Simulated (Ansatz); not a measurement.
Input of an Ansatz 0.2.0 run:

File input.yaml:

```yaml
crystal:
  lattice:
    - [0.0, 2.135235, 2.135235]
    - [2.135235, 0.0, 2.135235]
    - [2.135235, 2.135235, 0.0]
  atoms:
    - { symbol: Ga, position: [0.0, 0.0, 0.0] }
    - { symbol: "N", position: [0.5, 0.5, 0.5] }
hamiltonian:
  xc: pbe
  pseudopotentials: { kind: paw }
  dispersion: d4
kpoints:
  mp_grid: { grid: [11, 11, 11] }
scf:
  occupations: { method: fermi_dirac, width: 0.05 }
output:
  forces: true
  stress: true
  eigenvalues: true
relax:
  f_tol: 0.01
  max_steps: 40
  cell: { stress_tol: 0.05 }
```

Potentials or basis: Ansatz PAW.

The run is started by

```sh
$ ansatz run input.yaml --threads 2 --pin off --max-ram 5632MiB --backend cpu --events-out ev --progress --plain --runs-dir out
```

(1) Predict the band gap on the k mesh.

(2) Estimate the space group after relaxing (to 0.05 Å).

Results:

(1) 0.77 eV, indirect (least direct gap 2.80 eV).

(2) Fm-3m (No. 225).

Caveat: odd divisions of the mesh miss points on the zone boundary, where band edges often lie, so the gap on the mesh can be too wide; the plane-wave basis is chosen anew once the cell has moved, so the energies of steps on either side of that aren't comparable.
